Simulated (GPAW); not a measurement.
# GaAs (F-43m) in GPAW: a series of runs

One crystal, GaAs, is run at these levels: PBE, LDA; tasks: single point.

All numbers are computed with GPAW 26.7.0; they aren't measurements. Logs are shortened: lines on timing, memory, paths and dates and some standing lists are left out, and cuts for length are marked. The log counts tension as positive stress, the text compression.

**The experiment to reproduce.**

“Evidence of valence band perturbations in GaAsN/GaAs(001): A combined variable-angle spectroscopic ellipsometry and modulated photoreflectance investigation”, 2008, arxiv:0805.2212 reports, for a bulk crystal of GaAs at 300 K: band gap 1.418 ± 0.005 eV (direct); band gap 1.412 ± 0.01 eV (direct).

The results are compared with them further down.

## Step 1: The crystal as given

The structure is cubic, space group F-43m (No. 216). Conventional cell: a = 5.654 Å, b = 5.654 Å, c = 5.654 Å, α = 90.00°, β = 90.00°, γ = 90.00°. As (site symmetry -43m) has 4 Ga at 2.45 Å as nearest neighbours. Around Ga (site symmetry -43m) lie 4 As at 2.45 Å.

## Step 2: Single point, PBE

File run.py:

```python
import spglib
from ase import Atoms
from ase.dft.bandgap import bandgap
from ase.io import read, write
from ase.units import GPa
from gpaw import GPAW, PW

atoms = read('GaAs.cif')
cell, positions, numbers = spglib.find_primitive(
    (atoms.cell[:], atoms.get_scaled_positions(), atoms.numbers), symprec=1e-4)
atoms = Atoms(numbers, cell=cell, scaled_positions=positions, pbc=True)

calc = GPAW(mode=PW(400),
            xc='PBE',
            kpts={'size': (7, 7, 7), 'gamma': True},
            occupations={'name': 'fermi-dirac', 'width': 0.01},
            nbands=11,
            convergence={'density': 1e-05, 'energy': 1e-05},
            maxiter=150,
            txt='gpaw.txt')
atoms.calc = calc
energy = atoms.get_potential_energy()
forces = atoms.get_forces()
stress = atoms.get_stress()
calc.write('gs.gpw')
write('result.traj', atoms)
print(f'Energy: {energy:.6f} eV')
print('Forces (eV/A):')
print(forces.round(4))
print('Stress (GPa):', (stress / GPa).round(3))
print('Fermi level:', round(calc.get_fermi_level(), 4), 'eV')
print(f'Gap: {bandgap(calc)[0]:.4f} eV, direct: {bandgap(calc, direct=True)[0]:.4f} eV')
```

File GaAs.cif:

```cif
data_GaAs
_cell_length_a 5.65370000
_cell_length_b 5.65370000
_cell_length_c 5.65370000
_cell_angle_alpha 90.00000000
_cell_angle_beta 90.00000000
_cell_angle_gamma 90.00000000
_space_group_name_H-M_alt 'F-43m'
_space_group_name_Hall 'F -4 2 3'
_space_group_IT_number 216
loop_
_space_group_symop_operation_xyz
'x,y,z'
'y,-x,-z'
'-x,-y,z'
'-y,x,-z'
'x,-y,-z'
'y,x,z'
'-x,y,-z'
'-y,-x,z'
'z,x,y'
'-z,y,-x'
'z,-x,-y'
'-z,-y,x'
'-z,x,-y'
'z,y,x'
'-z,-x,y'
'z,-y,-x'
'y,z,x'
'-x,-z,y'
'-y,z,-x'
'x,-z,-y'
'-y,-z,x'
'x,z,y'
'y,-z,-x'
'-x,z,-y'
'x,y+1/2,z+1/2'
'y,-x+1/2,-z+1/2'
'-x,-y+1/2,z+1/2'
'-y,x+1/2,-z+1/2'
'x,-y+1/2,-z+1/2'
'y,x+1/2,z+1/2'
'-x,y+1/2,-z+1/2'
'-y,-x+1/2,z+1/2'
'z,x+1/2,y+1/2'
'-z,y+1/2,-x+1/2'
'z,-x+1/2,-y+1/2'
'-z,-y+1/2,x+1/2'
'-z,x+1/2,-y+1/2'
'z,y+1/2,x+1/2'
'-z,-x+1/2,y+1/2'
'z,-y+1/2,-x+1/2'
'y,z+1/2,x+1/2'
'-x,-z+1/2,y+1/2'
'-y,z+1/2,-x+1/2'
'x,-z+1/2,-y+1/2'
'-y,-z+1/2,x+1/2'
'x,z+1/2,y+1/2'
'y,-z+1/2,-x+1/2'
'-x,z+1/2,-y+1/2'
'x+1/2,y,z+1/2'
'y+1/2,-x,-z+1/2'
'-x+1/2,-y,z+1/2'
'-y+1/2,x,-z+1/2'
'x+1/2,-y,-z+1/2'
'y+1/2,x,z+1/2'
'-x+1/2,y,-z+1/2'
'-y+1/2,-x,z+1/2'
'z+1/2,x,y+1/2'
'-z+1/2,y,-x+1/2'
'z+1/2,-x,-y+1/2'
'-z+1/2,-y,x+1/2'
'-z+1/2,x,-y+1/2'
'z+1/2,y,x+1/2'
'-z+1/2,-x,y+1/2'
'z+1/2,-y,-x+1/2'
'y+1/2,z,x+1/2'
'-x+1/2,-z,y+1/2'
'-y+1/2,z,-x+1/2'
'x+1/2,-z,-y+1/2'
'-y+1/2,-z,x+1/2'
'x+1/2,z,y+1/2'
'y+1/2,-z,-x+1/2'
'-x+1/2,z,-y+1/2'
'x+1/2,y+1/2,z'
'y+1/2,-x+1/2,-z'
'-x+1/2,-y+1/2,z'
'-y+1/2,x+1/2,-z'
'x+1/2,-y+1/2,-z'
'y+1/2,x+1/2,z'
'-x+1/2,y+1/2,-z'
'-y+1/2,-x+1/2,z'
'z+1/2,x+1/2,y'
'-z+1/2,y+1/2,-x'
'z+1/2,-x+1/2,-y'
'-z+1/2,-y+1/2,x'
'-z+1/2,x+1/2,-y'
'z+1/2,y+1/2,x'
'-z+1/2,-x+1/2,y'
'z+1/2,-y+1/2,-x'
'y+1/2,z+1/2,x'
'-x+1/2,-z+1/2,y'
'-y+1/2,z+1/2,-x'
'x+1/2,-z+1/2,-y'
'-y+1/2,-z+1/2,x'
'x+1/2,z+1/2,y'
'y+1/2,-z+1/2,-x'
'-x+1/2,z+1/2,-y'
loop_
_atom_site_label
_atom_site_type_symbol
_atom_site_symmetry_multiplicity
_atom_site_Wyckoff_symbol
_atom_site_fract_x
_atom_site_fract_y
_atom_site_fract_z
_atom_site_occupancy
As1 As 4 c 0.2500000000 0.2500000000 0.2500000000 1
Ga1 Ga 4 a 0.0000000000 0.0000000000 0.0000000000 1
```

Potentials or basis: GPAW PAW data sets (gpaw-data 1.2.1), pw.

Launch:

```console
$ OMP_NUM_THREADS=1 python run.py
```

gpaw.txt:

```text
__  _  _
 | _ |_)|_||  |
 |__||  | ||/\| - 26.7.0

Input parameters:
  mode=PW(ecut=400.0),
  convergence={'density': 1e-05, 'energy': 1e-05},
  kpts=MonkhorstPack(size=(7, 7, 7), gamma=True),
  maxiter=150,
  nbands=11,
  occupations=Occupations(name='fermi-dirac', width=0.01),
  xc=XC(name='PBE')

Diagonalizing LCAO Hamiltonian
Converting LCAO to pw mode

           As

       Ga

Atoms  # Å, Bohr magnetons
|   | symbol |        x |        y |        z |    initial magnetic moments |
|---|--------|----------|----------|----------|-----------------------------|
| 0 |     As | 1.413425 | 1.413425 | 1.413425 | ( 0.0000,  0.0000,  0.0000) |
| 1 |     Ga | 0.000000 | 0.000000 | 0.000000 | ( 0.0000,  0.0000,  0.0000) |

Unit cell  # Å
| periodic |        x |        y |        z |  lengths |    angles |
|----------|----------|----------|----------|----------|-----------|
|      yes | 0.000000 | 2.826850 | 2.826850 | 3.997770 | 60.000000 |
|      yes | 2.826850 | 0.000000 | 2.826850 | 3.997770 | 60.000000 |
|      yes | 2.826850 | 2.826850 | 0.000000 | 3.997770 | 60.000000 |

Number of symmetries: 24
Symmetry operations  # r_c * U_cc + t_c -> r_c
|    | kind |            matrix            |
|----|------|------------------------------|
|  0 |  E   |  1, 0, 0,  0, 1, 0,  0, 0, 1 |
|  1 |  σ   |  1, 0, 0,  0, 0, 1,  0, 1, 0 |
|  2 |  σ   |  1, 0,-1,  0, 1,-1,  0, 0,-1 |
|  3 |  C3  |  1, 0,-1,  0, 0,-1,  0, 1,-1 |
|  4 |  C3  |  1,-1, 0,  0,-1, 1,  0,-1, 0 |
|  5 |  σ   |  1,-1, 0,  0,-1, 0,  0,-1, 1 |
|  6 |  σ   |  0, 1, 0,  1, 0, 0,  0, 0, 1 |
|  7 |  C3  |  0, 1, 0,  0, 0, 1,  1, 0, 0 |
|  8 |  C2  |  0, 1,-1,  1, 0,-1,  0, 0,-1 |
|  9 |  S4  |  0, 1,-1,  0, 0,-1,  1, 0,-1 |
| 10 |  C3  |  0, 0, 1,  1, 0, 0,  0, 1, 0 |
| 11 |  σ   |  0, 0, 1,  0, 1, 0,  1, 0, 0 |
| 12 |  S4  |  0, 0,-1,  1, 0,-1,  0, 1,-1 |
| 13 |  C3  |  0, 0,-1,  0, 1,-1,  1, 0,-1 |
| 14 |  S4  |  0,-1, 1,  1,-1, 0,  0,-1, 0 |
| 15 |  C2  |  0,-1, 1,  0,-1, 0,  1,-1, 0 |
| 16 |  C3  |  0,-1, 0,  1,-1, 0,  0,-1, 1 |
| 17 |  S4  |  0,-1, 0,  0,-1, 1,  1,-1, 0 |
| 18 |  S4  | -1, 1, 0, -1, 0, 1, -1, 0, 0 |
| 19 |  C3  | -1, 1, 0, -1, 0, 0, -1, 0, 1 |
| 20 |  C3  | -1, 0, 1, -1, 1, 0, -1, 0, 0 |
| 21 |  S4  | -1, 0, 1, -1, 0, 0, -1, 1, 0 |
| 22 |  σ   | -1, 0, 0, -1, 1, 0, -1, 0, 1 |
| 23 |  C2  | -1, 0, 0, -1, 0, 1, -1, 1, 0 |

BZ-sampling:
  Number of BZ points: 343
  Number of IBZ points: 20

  Monkhorst-Pack size: [7, 7, 7]
  Monkhorst-Pack shift: [0, 0, 0]

K-points  # in reciprocal-cell coordinates
|     |                                coordinates |     weight |
|-----|--------------------------------------------|------------|
|   0 | (  0.00000000,   0.00000000,   0.00000000) | 0.00291545 |
|   1 | (  0.14285714,   0.14285714,   0.00000000) | 0.01749271 |
|   2 | (  0.14285714,   0.14285714,   0.14285714) | 0.02332362 |
|   3 | (  0.28571429,   0.14285714,   0.14285714) | 0.03498542 |
|   4 | (  0.28571429,   0.28571429,   0.00000000) | 0.01749271 |
|   5 | (  0.28571429,   0.28571429,   0.14285714) | 0.06997085 |
|   6 | (  0.28571429,   0.28571429,   0.28571429) | 0.02332362 |
|   7 | (  0.42857143,  -0.28571429,  -0.28571429) | 0.03498542 |
|   8 | (  0.42857143,   0.28571429,  -0.42857143) | 0.13994169 |
|   9 | (  0.42857143,   0.28571429,  -0.28571429) | 0.06997085 |
| ... |                                            |            |
|  19 | (  0.42857143,   0.42857143,   0.42857143) | 0.02332362 |

Plane wave coefficients: 869
Cutoff: 400.0 eV

Spin-components: 1 (collinear spins)
Bands:           11
Projectors:      10
Spin-degeneracy: 2
Datatype:        complex128

Density:
  Valence electrons: 8.0
  Components: 1
  Grid points: [20 20 20]
  Charge: 0.0  # |e|

Potential:
  Grid points: [20 20 20]

species:
  As:
    name:    Arsenic
    Z:       33.0
    valence: 5
    core:    28
    charge:  0.0  # [|e|]
    compensation charges:
      type: gauss
      rc: 0.33  # [Å]
      lmax: 2
    cutoffs:
      filter: 1.87  # [Å]
      core: 2.96  # [Å]
    projectors
    | kind |    occ | energy [eV] | rcut [Å] |
    |------|--------|-------------|----------|
    |   4s |  2.000 |     -14.487 |    1.058 |
    |   4p |  3.000 |      -5.196 |    1.058 |
    |    s |        |      12.725 |    1.058 |
    |    p |        |      22.016 |    1.058 |
    |    d |        |       0.000 |    1.058 |

    Using partial waves for As as LCAO basis

  Ga:
    name:    Gallium
    Z:       31.0
    valence: 3
    core:    28
    charge:  0.0  # [|e|]
    compensation charges:
      type: gauss
      rc: 0.37  # [Å]
      lmax: 2
    cutoffs:
      filter: 2.06  # [Å]
      core: 4.17  # [Å]
    projectors
    | kind |    occ | energy [eV] | rcut [Å] |
    |------|--------|-------------|----------|
    |   4s |  2.000 |      -8.945 |    1.164 |
    |   4p |  1.000 |      -2.580 |    1.164 |
    |    s |        |      18.266 |    1.164 |
    |    p |        |      24.631 |    1.164 |
    |    d |        |       0.000 |    1.164 |

    Using partial waves for Ga as LCAO basis

Reference energy: -114387.645129  # eV

eigensolver:
  PPCG
  Converge bands: occupied
  niter=2

density mixing:
  MSR1-Mixer
  Pratt-step length: 0.05
  Maximum mixing coefficient: 0.75
  Old densities: 10
  SVD Regularization: 0.005
  Good broyden scale: 1.0
  Trust region scale: 1.0
  Backstep threshold: 4.0
  History deletion threshold: 6.0
  Fourier metric: weight=20.0, sigma=0.015

occupation numbers:
  Fermi-Dirac:
    width: 0.0100  # eV

poisson solver:
  ecut: 3200.0  # eV

xc functional:
  name: PBE with 2 nearest neighbor stencil

convergence criteria:
- Maximum integral of absolute [dens]ity change: 1e-05 electrons / valence electron
- Maximum [total energy] change in last 3 cyles: 1e-05 eV / valence electron
- Maximum integral of absolute [eigenst]ate change: 4e-08 eV^2 / valence electron
maximum number of iterations: 150

SCF iterations
|iter     | |      energy | eigst |  dens |
|---------|-|-------------|-------|-------|
|iter:   1| |   -8.311044 | -0.66 |       |
|iter:   2| |   -8.293549 | -3.05 | -0.89 |
|iter:   3| |   -8.220188 | -2.22 | -0.92 |
|iter:   4| |   -8.221974 | -3.80 | -1.52 |
|iter:   5| |   -8.222226 | -4.70 | -2.05 |
|iter:   6| |   -8.222242 | -6.04 | -2.81 |
|iter:   7| |   -8.222243c| -7.50c| -3.55 |
|iter:   8| |   -8.222243c| -8.55c| -4.10 |
|iter:   9| |   -8.222243c| -9.28c| -5.41c|

Converged in 9 steps
Energy contributions relative to reference atoms: (reference = -114387.645129)

Energy contributions:
  Kinetic:          26.959281
  Coulomb:         -23.834823
  Zero:              0.018027
  External:          0.000000
  Xc:              -11.364728
  Entropy:          -0.000000
  Spinorbit:         0.000000
  ----------------------------
  Free energy:      -8.222243
  Extrapolated:     -8.222243

dipole moment: (-17.917800, -17.917800, -17.917800)  # |e|*Ang

Fermi level: 5.112
Eigenvalues  # (at kpt = [0.000, 0.000, 0.000])
| band index |      eig [eV] | occ [0-2] |
|------------|---------------|-----------|
|          0 |        -7.773 |     2.000 |
|          1 |         4.924 |     2.000 |
|          2 |         4.924 |     2.000 |
|          3 |         4.924 |     2.000 |
|          4 |         5.510 |     0.000 |
|          5 |         8.695 |     0.000 |
|          6 |         8.695 |     0.000 |
|          7 |         8.695 |     0.000 |
|          8 |        12.579 |     0.000 |
|          9 |        15.010 |     0.000 |
|         10 |        15.010 |     0.000 |

Gap: 0.586 eV
Transition (v -> c):
  (s=0, k=0, n=3, [0.00, 0.00, 0.00]) -> (s=0, k=0, n=4, [0.00, 0.00, 0.00])
No difference between direct/indirect transitions

Forces  # eV/Ang
|       x |        y |        z |
|---------|----------|----------|
| 0.00000 |  0.00000 | -0.00000 |  # As   0
| 0.00000 | -0.00000 | -0.00000 |  # Ga   1

Stress tensor  # eV/Ang^3
|         x |         y |         z |
|-----------|-----------|-----------|
| -0.026984 |  0.000000 |  0.000000 |
|  0.000000 | -0.026984 |  0.000000 |
|  0.000000 |  0.000000 | -0.026984 |

# Writing to gs.gpw (mode='')
```

Run time: 5 s. Hardware: 1 thread of Arm Neoverse V1, shared host; peak memory 0.13 GiB.

The run converged, but some of its settings lie outside the range that counts as converged, so its numbers aren't taken as properties of the crystal.

Results:

| Quantity | Value |
| --- | --- |
| Free energy | -8.2222 eV |
| Pressure | 4.3 GPa |
| Band gap on the k mesh | 0.59 eV, direct |

Caveat: the cutoff is short for stress and forces, so pressures can be off by a GPa or more; an odd mesh through Γ misses points on the zone boundary, where band edges often lie.

## Step 3: Single point, LDA

File run.py:

```python
from ase import Atoms
from ase.dft.bandgap import bandgap
from ase.io import write
from ase.units import GPa
from gpaw import GPAW, PW, setup_paths

setup_paths.insert(0, '.')

atoms = Atoms(['As', 'Ga'],
              cell=[[0.0, 2.82685, 2.82685],
                    [2.82685, 0.0, 2.82685],
                    [2.82685, 2.82685, 0.0]],
              scaled_positions=[[0.75, 0.75, 0.75],
                                [0.0, 0.0, 0.0]],
              pbc=True)

calc = GPAW(mode=PW(500),
            xc='LDA',
            kpts={'size': (7, 7, 7), 'gamma': True},
            occupations={'name': 'fermi-dirac', 'width': 0.01},
            setups={'As': 'jth', 'Ga': 'jth'},
            nbands=-7,
            convergence={'density': 1e-05, 'energy': 1e-05},
            maxiter=150,
            txt='gpaw.txt')
atoms.calc = calc
energy = atoms.get_potential_energy()
forces = atoms.get_forces()
stress = atoms.get_stress()
calc.write('gs.gpw')
write('result.traj', atoms)
print(f'Energy: {energy:.6f} eV')
print('Forces (eV/A):')
print(forces.round(4))
print('Stress (GPa):', (stress / GPa).round(3))
print('Fermi level:', round(calc.get_fermi_level(), 4), 'eV')
print(f'Gap: {bandgap(calc)[0]:.4f} eV, direct: {bandgap(calc, direct=True)[0]:.4f} eV')
```

Potentials or basis: JTH PAW 2.0, LDA, pw.

Launch:

```console
$ OMP_NUM_THREADS=1 python run.py
```

It took 11 s on 1 thread of Arm Neoverse V1, shared host; peak memory 0.14 GiB.

It converged, with:

```yaml
Free_energy: -9.5426 eV
Pressure: -2.0 GPa
Band_gap_on_the_k_mesh: 0.28 eV, direct
```

Levels at points of the mesh, in eV from the valence-band top:
| k point | band 10 | band 11 | band 12 | band 13 | band 14 | band 15 | band 16 | band 17 |
| --- | --- | --- | --- | --- | --- | --- | --- | --- |
| (0.00, 0.00, 0.00) | -14.83 | -12.79 | 0.00 | 0.00 | 0.00 | 0.28 | 3.68 | 3.68 |

Caveat: the cutoff is short for stress and forces, so pressures can be off by a GPa or more; the program truncates these outside data sets.

## Step 4: Single point, PBE

File run.py:

```python
from ase.dft.bandgap import bandgap
from ase.io import read, write
from ase.units import GPa
from gpaw import GPAW, PW

atoms = read('GaAs.xyz')

calc = GPAW(mode=PW(500),
            xc='PBE',
            kpts={'size': (7, 7, 7), 'gamma': True},
            occupations={'name': 'fermi-dirac', 'width': 0.01},
            nbands=11,
            convergence={'density': 1e-05, 'energy': 1e-05},
            maxiter=150,
            txt='gpaw.txt')
atoms.calc = calc
energy = atoms.get_potential_energy()
forces = atoms.get_forces()
stress = atoms.get_stress()
calc.write('gs.gpw')
write('result.traj', atoms)
print(f'Energy: {energy:.6f} eV')
print('Forces (eV/A):')
print(forces.round(4))
print('Stress (GPa):', (stress / GPa).round(3))
print('Fermi level:', round(calc.get_fermi_level(), 4), 'eV')
print(f'Gap: {bandgap(calc)[0]:.4f} eV, direct: {bandgap(calc, direct=True)[0]:.4f} eV')
```

File GaAs.xyz:

```xyz
2
Lattice="0.0000000000 2.8268500000 2.8268500000 2.8268500000 0.0000000000 2.8268500000 2.8268500000 2.8268500000 0.0000000000" Properties=species:S:1:pos:R:3 pbc="T T T"
As     4.2402750000      4.2402750000      4.2402750000
Ga     0.0000000000      0.0000000000      0.0000000000
```

Potentials or basis: GPAW PAW data sets (gpaw-data 1.2.1), pw.

Launch:

```console
$ OMP_NUM_THREADS=1 python run.py
```

Run time: 7.8 s. Hardware: 1 thread of Arm Neoverse V1, shared host; peak memory 0.13 GiB.

The run converged. Its results:

- Free energy: -8.2230 eV
- Pressure: 4.3 GPa
- Band gap on the k mesh: 0.59 eV, direct

Levels at points of the mesh, in eV from the valence-band top:
```tsv
k point	band 1	band 2	band 3	band 4	band 5	band 6	band 7
(0.00, 0.00, 0.00)	-12.70	0.00	0.00	0.00	0.59	3.77	3.77
```

Caveat: the cutoff is short for stress and forces, so pressures can be off by a GPa or more; an odd mesh through Γ misses points on the zone boundary, where band edges often lie.

## Step 5: Single point, PBE

Changes to run.py since step 4:

```diff
@@ -5,3 +5,3 @@
 
-atoms = read('GaAs.xyz')
+atoms = read('GaAs.cif')
```

File GaAs.cif:

```cif
data_GaAs
_cell_length_a 3.99776961
_cell_length_b 3.99776961
_cell_length_c 3.99776961
_cell_angle_alpha 60.00000000
_cell_angle_beta 60.00000000
_cell_angle_gamma 60.00000000
_space_group_name_H-M_alt 'P1'
_space_group_name_Hall 'P 1'
_space_group_IT_number 1
loop_
_space_group_symop_operation_xyz
'x,y,z'
loop_
_atom_site_label
_atom_site_type_symbol
_atom_site_symmetry_multiplicity
_atom_site_Wyckoff_symbol
_atom_site_fract_x
_atom_site_fract_y
_atom_site_fract_z
_atom_site_occupancy
As1 As 1 a 0.7500000000 0.7500000000 0.7500000000 1
Ga1 Ga 1 a 0.0000000000 0.0000000000 0.0000000000 1
```

Launch:

```console
$ OMP_NUM_THREADS=1 python run.py
```

Run time: 7.2 s. Hardware: 1 thread of Arm Neoverse V1, shared host; peak memory 0.13 GiB.

The run converged. Its results:

```yaml
Free_energy: -8.2230 eV
Pressure: 4.3 GPa
Band_gap_on_the_k_mesh: 0.59 eV, direct
```

Levels at points of the mesh, in eV from the valence-band top:
| k point | band 1 | band 2 | band 3 | band 4 | band 5 | band 6 | band 7 |
| --- | --- | --- | --- | --- | --- | --- | --- |
| (0.00, 0.00, 0.00) | -12.70 | 0.00 | 0.00 | 0.00 | 0.59 | 3.77 | 3.77 |

Caveat: the cutoff is short for stress and forces, so pressures can be off by a GPa or more; an odd mesh through Γ misses points on the zone boundary, where band edges often lie.

## Step 6: Against experiment

Step 3. Against the measured gap of GaAs, 1.418 eV (direct; 300 K; “Evidence of valence band perturbations in GaAsN/GaAs(001): A combined variable-angle spectroscopic ellipsometry and modulated photoreflectance investigation”, 2008, arxiv:0805.2212), the calculated 0.28 eV is off by -1.14 eV. So large a miss can be the level of theory's own, or it may mean another phase, state or a wrong row. 3 values of this kind are on record (1.412 to 1.51 eV); this one was drawn at random among those near their median, those with a stated uncertainty first. Spin-orbit coupling on As, Ga is left out. The value is that of LDA, without temperature or zero-point motion. Semilocal functionals fall short of measured gaps as a rule.

Step 4. The gap isn't set beside the deposited one, since this odd mesh misses points on the zone boundary.

Step 5. The gap isn't set beside the deposited one, since this odd mesh misses points on the zone boundary.
